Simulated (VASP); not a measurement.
A run of VASP 6.6.1 is set up as follows.

Contents of POSCAR:

```
Al
1.0
    0.0000000000      2.0078218401      2.0078218401
    2.0078218401      0.0000000000      2.0078218401
    2.0078218401      2.0078218401      0.0000000000
  Al
     1
Direct
     0.0000000000000000    0.0000000000000000    0.0000000000000000
```

File INCAR.step1:

```
SYSTEM = Al
PREC     = Accurate       ! precision mode
ENCUT    = 600            ! plane-wave cutoff, eV
EDIFF    = 1E-8           ! SCF threshold, eV
ISMEAR   = 1              ! smearing method
SIGMA    = 0.2            ! smearing width, eV
LREAL    = .FALSE.        ! projectors in reciprocal space
LASPH    = .TRUE.         ! aspherical terms in the spheres
NELM     = 80             ! most SCF steps
ALGO     = Normal         ! electronic algorithm
ISIF     = 3              ! what is computed and relaxed
LWAVE    = .FALSE.        ! write WAVECAR
LCHARG   = .FALSE.        ! write CHGCAR
GGA      = PS             ! functional
KPAR     = 2            
IBRION   = 2              ! ionic algorithm
NSW      = 40             ! ionic steps
EDIFFG   = -0.002         ! ionic threshold
```

File INCAR.step2:

```
SYSTEM = Al
PREC     = Accurate       ! precision mode
ENCUT    = 600            ! plane-wave cutoff, eV
EDIFF    = 1E-8           ! SCF threshold, eV
ISMEAR   = 1              ! smearing method
SIGMA    = 0.2            ! smearing width, eV
LREAL    = .FALSE.        ! projectors in reciprocal space
LASPH    = .TRUE.         ! aspherical terms in the spheres
NELM     = 80             ! most SCF steps
ALGO     = Normal         ! electronic algorithm
ISIF     = 3              ! what is computed and relaxed
LWAVE    = .FALSE.        ! write WAVECAR
LCHARG   = .FALSE.        ! write CHGCAR
GGA      = PS             ! functional
KPAR     = 2            
IBRION   = 6              ! ionic algorithm
NFREE    = 2            
POTIM    = 0.015          ! step
NSW      = 1              ! ionic steps
```

File KPOINTS:

```
Automatic mesh
0
G
  30 30 30
  0 0 0
```

Potentials or basis: VASP PAW PBE potentials, release 64 (Al).

Launch:

```console
$ cat potpaw_PBE.64/Al/POTCAR > POTCAR
$ cp INCAR.step1 INCAR
$ mpirun -np 2 vasp_std > vasp.out
$ cp CONTCAR POSCAR
$ cp INCAR.step2 INCAR
$ mpirun -np 2 vasp_std > vasp.out
```

Predict the elastic constants C11, C12, C44.

125, 61, 43 GPa.

What does it give for the Voigt bulk modulus?

82 GPa.

Elastic tensor in Voigt notation (GPa, in the Cartesian axes of the cell as first typed):
```
125  61  61   0   0   0
 61 125  61   0   0   0
 61  61 125   0   0   0
  0   0   0  43   0   0
  0   0   0   0  43   0
  0   0   0   0   0  43
```

Caveat: the PAW data sets were made with another functional, which shifts forces and pressure a little.
